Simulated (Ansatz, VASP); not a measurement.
**C in VASP and in Ansatz**

```
C
1.0
     2.52145    0.00000    0.00000
    -1.26072    2.18364    0.00000
     0.00000    0.00000   16.55323
C
16
Direct
  0.00000 0.00000 0.95330
  0.66667 0.33333 0.29741
  0.33333 0.66667 0.79741
  0.66667 0.33333 0.20259
  0.33333 0.66667 0.07788
  0.33333 0.66667 0.32877
  0.33333 0.66667 0.42212
  0.66667 0.33333 0.67123
  0.33333 0.66667 0.70259
  0.00000 0.00000 0.45330
  0.00000 0.00000 0.04670
  0.33333 0.66667 0.17123
  0.66667 0.33333 0.82877
  0.00000 0.00000 0.54670
  0.66667 0.33333 0.57788
  0.66667 0.33333 0.92212
```

Alike in both runs: task relaxation of cell and atoms; functional PBE; k mesh 12 × 12 × 2; occupations gaussian, width 0.02 eV; no spin polarisation.

|  | VASP | Ansatz |
| --- | --- | --- |
| version | VASP 6.6.1 | Ansatz 0.2.0 |
| potentials or method | VASP PAW PBE potentials, release 64 (C) | scalar-relativistic, plane waves, PAW |
| plane-wave cutoff (eV) | 600 | 420 |
| valence electrons in the cell | 64 | 64 |

Ansatz gave:

- gap on the k mesh at the Fermi level, each at its own relaxed structure (eV): 4.40
- relaxed volume (Å³/atom): 5.70
- relaxed cell length with the largest relative difference (Å): 2.522

Problem. Estimate VASP's values.

Solution. gap on the k mesh at the Fermi level, each at its own relaxed structure (eV): 4.40; relaxed volume (Å³/atom): 5.70; relaxed cell length with the largest relative difference (Å): 2.521.

Caveats: the relaxation stopped at its first step, so nothing moved.
